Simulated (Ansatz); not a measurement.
# PtSe2: the cost of one run

Program: Ansatz 0.2.0. Level of theory: DFT LDA+D3(BJ), scalar-relativistic, plane waves, PAW. These are calculated values, not measurements.

The COD entry's cell or inner coordinates are ideal or old and differ from later refinements, so a difference from it is no clean test against experiment.

## 1. The system as given

Symmetry: P-3m1, No. 164, trigonal system. The conventional cell has a = 3.724 Å, b = 3.724 Å, c = 5.062 Å, α = 90.00°, β = 90.00°, γ = 120.00°. Around Pt (site symmetry -3m) lie 6 Se at 2.49 Å. Se (site symmetry 3m) is surrounded by 3 Pt at 2.49 Å.

As a file:

```xyz
3
Lattice="3.7240 0.0000 0.0000 -1.8620 3.2251 0.0000 0.0000 0.0000 5.0620" Properties=species:S:1:pos:R:3 pbc="T T T"
Pt    0.0000    0.0000    0.0000
Se    0.0000    2.1501    1.2655
Se    1.8620    1.0750    3.7965
```

Source of the structure: the Crystallography Open Database.

## 7. Setting up the map

The energy is mapped over two normal modes frozen in (zone-centre modes of the cell shown).

First coordinate, amplitude of mode 5 (169 cm⁻¹), largest displacement: 7 values from −0.085 Å. Second coordinate, amplitude of mode 8 (228 cm⁻¹), largest displacement: 7 values from −0.074 Å.

Nothing else is relaxed (the cell and all other modes fixed). Energies count from the relaxed high-symmetry cell. Points are written as (first, second).

Displacement patterns for an amplitude of 1 (Å):

| atom | x1 | y1 | z1 | x2 | y2 | z2 |
| --- | --- | --- | --- | --- | --- | --- |
| Pt1 | 0.000 | 0.000 | 0.000 | 0.810 | 0.000 | 0.000 |
| Se2 | 0.000 | 1.000 | 0.000 | -1.000 | 0.000 | 0.000 |
| Se3 | 0.000 | -1.000 | 0.000 | -1.000 | 0.000 | 0.000 |

(The set-up runs are not shown.)

## 8. Point (−0.085 Å, 0.000 Å)

input.yaml

```yaml
crystal:
  lattice:
    - [3.7150659741, 0.0, 0.0]
    - [-1.8575329871, 3.2173415103, 0.0]
    - [0.0, 0.0, 4.5588344719]
  atoms:
    - { symbol: Pt, position: [0.0, 0.0, 0.0] }
    - { symbol: Se, position: [0.3201236694, 0.6402473389, 0.274978214] }
    - { symbol: Se, position: [0.6798763306, 0.3597526611, 0.725021786] }
basis:
  ecutwfc: 420
kpoints:
  mp_grid: { grid: [12, 12, 10] }
hamiltonian:
  xc: lda
  pseudopotentials: { kind: paw, azcp: { folder: soft_1 } }
  dispersion: d3bj
scf:
  occupations: { method: gaussian, width: 0.15 }
output:
  forces: true
  stress: true
  eigenvalues: true
```

Launch:

```sh
ansatz run input.yaml --threads 1 --pin off --max-ram 2048MiB --backend cpu --events-out ev --progress --plain --runs-dir out
```

What time and memory should one allow on 1 thread of Arm Neoverse V1, shared host?

About 37 s, with a peak of 0.67 GiB.
